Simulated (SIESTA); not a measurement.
A run of SIESTA 5.4.2:

run.py

```python
from ase.io import read
from ase.calculators.siesta import Siesta
from ase.units import Ry, GPa

atoms = read("C.cif")

fdf = {
    'SCFMustConverge': False,
    'OccupationFunction': 'FD',
    'ElectronicTemperature': '0.05 eV',
    'MaxSCFIterations': '120',
    'SCF.Mixer.Method': 'Pulay',
    'SCF.Mixer.Weight': '0.25',
    'SCF.Mixer.History': '8',
    'SCF.DM.Tolerance': '5.0e-05',
    'SCF.H.Tolerance': '1.0e-03 eV',
    'WriteForces': 'true',
    'Charge.Mulliken': 'end',
    'Charge.Hirshfeld': 'end',
    'Charge.Voronoi': 'end',
    'Charge.Mulliken.Format': '2',
    'SaveRho': 'true',
    'SaveElectrostaticPotential': 'true',
}
calc = Siesta(
    label="C",
    command="siesta < PREFIX.fdf > PREFIX.out",
    pseudo_path="pseudos",
    pseudo_qualifier="",
    xc=('GGA', 'BLYP'),
    basis_set="SZ",
    mesh_cutoff=500 * Ry,
    energy_shift=0.01 * Ry,
    kpts=[13, 13, 13],
    spin="non-polarized",
    fdf_arguments=fdf,
)
atoms.calc = calc

print(f"energy = {atoms.get_potential_energy():.6f} eV")
free = atoms.get_potential_energy(force_consistent=True)
print(f"free energy = {free:.6f} eV")
print("forces (eV/A):")
print(atoms.get_forces(apply_constraint=False).round(6))
print("stress (GPa, Voigt order, tension positive):", (atoms.get_stress() / GPa).round(4))
```

Contents of C.cif:

```cif
data_C
_cell_length_a 2.52206604
_cell_length_b 2.52206604
_cell_length_c 2.52206604
_cell_angle_alpha 60.00000000
_cell_angle_beta 60.00000000
_cell_angle_gamma 60.00000000
_space_group_name_H-M_alt 'P-1'
_space_group_name_Hall '-P 1'
_space_group_IT_number 2
loop_
_space_group_symop_operation_xyz
'x,y,z'
'-x,-y,-z'
loop_
_atom_site_label
_atom_site_type_symbol
_atom_site_symmetry_multiplicity
_atom_site_Wyckoff_symbol
_atom_site_fract_x
_atom_site_fract_y
_atom_site_fract_z
_atom_site_occupancy
C1 C 2 i 0.6239355000 0.6265425000 0.6232265000 1
```

Potentials or basis: PseudoDojo 0.5 standard (PBE files), SZ (energy shift 0.01 Ry).

Launch:

```bash
$ python run.py
```

Hardware: 1 thread of Intel(R) Xeon(R) 6975P-C (Granite Rapids) (shared host).

Q: How long does it take, and how much memory?

A: Run time: 3.4 s on 1 thread of Intel(R) Xeon(R) 6975P-C (Granite Rapids), with other jobs on the host, peak memory 0.16 GiB. Counts: scf iterations 4, k points 1099, bands 8.
